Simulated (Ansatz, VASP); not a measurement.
**Sc: VASP beside Ansatz**

Contents of INCAR:

```
ALGO = Normal
EDIFF = 1E-7
ENCUT = 520
GGA = PE
ISIF = 2
ISMEAR = -1
LASPH = True
LCHARG = False
LREAL = False
LWAVE = False
NBANDS = 30
NELM = 80
PREC = Accurate
SIGMA = 0.05
```

Contents of KPOINTS:

```
k-points
0
Gamma
  12 12 4
```

POSCAR

```
Sc
1.0
    2.9146950570      0.0000000000      0.0000000000
   -1.4573475285      2.5241999637      0.0000000000
    0.0000000000      0.0000000000      9.3742870429
Sc
4
Direct
    0.0000000000      0.0000000000      0.0000000000
    0.0000000000      0.0000000000      0.5000000000
    0.3333333333      0.6666666667      0.2500000000
    0.6666666667      0.3333333333      0.7500000000
```

Input for Ansatz:

```yaml
crystal:
  lattice:
    - [2.914695057, 0.0, 0.0]
    - [-1.4573475285, 2.5241999637, 0.0]
    - [0.0, 0.0, 9.3742870429]
  atoms:
    - { symbol: Sc, position: [0.0, 0.0, 0.0] }
    - { symbol: Sc, position: [0.0, 0.0, 0.5] }
    - { symbol: Sc, position: [0.3333333333, 0.6666666667, 0.25] }
    - { symbol: Sc, position: [0.6666666667, 0.3333333333, 0.75] }
kpoints:
  mp_grid: { grid: [12, 12, 4] }
  band_path:
    path:
      - [0.0, 0.0, 0.0]
      - [0.5, 0.0, 0.0]
      - [0.3333333333, 0.3333333333, 0.0]
      - [0.0, 0.0, 0.0]
      - [0.0, 0.0, 0.5]
      - [0.5, 0.0, 0.5]
      - [0.3333333333, 0.3333333333, 0.5]
      - [0.0, 0.0, 0.5]
      - [0.5, 0.0, 0.5]
    npoints: 8
scf:
  occupations: { method: fermi_dirac, width: 0.05 }
hamiltonian:
  xc: pbe
  pseudopotentials: { kind: all_electron, lapw: { basis_error: 0.001 } }
output:
  forces: true
  stress: true
  eigenvalues: true
  populations: true
  dos: { projected: true, de: 0.2, e_range: [-14, 8] }
```

Change from the starting cell: volume scaled by 0.7, LAPW.

Alike in both runs: task single point; functional PBE; k mesh 12 × 12 × 4; occupations fermi-dirac, width 0.05 eV; no spin polarisation.

|  | VASP | Ansatz |
| --- | --- | --- |
| version | VASP 6.6.1 | Ansatz 0.2.0 |
| potentials or method | VASP PAW PBE potentials, release 64 (Sc_sv) | all-electron LAPW, scalar-relativistic |
| plane-wave cutoff (eV) | 520 | see its input |

|  | VASP | Ansatz | Ansatz less VASP |
| --- | --- | --- | --- |
| pressure (GPa) | 32.3 | 32.1 | -0.21 |
| largest component of the traceless stress (GPa) | 0.16 | 0.18 | +0.015 |

Ansatz ran all-electron here, so the differences hold the error of VASP's frozen core and of both bases.

Caveats: so large a pressure means that the cell lies far from this level's equilibrium, or that cutoff or potentials fall short (VASP).
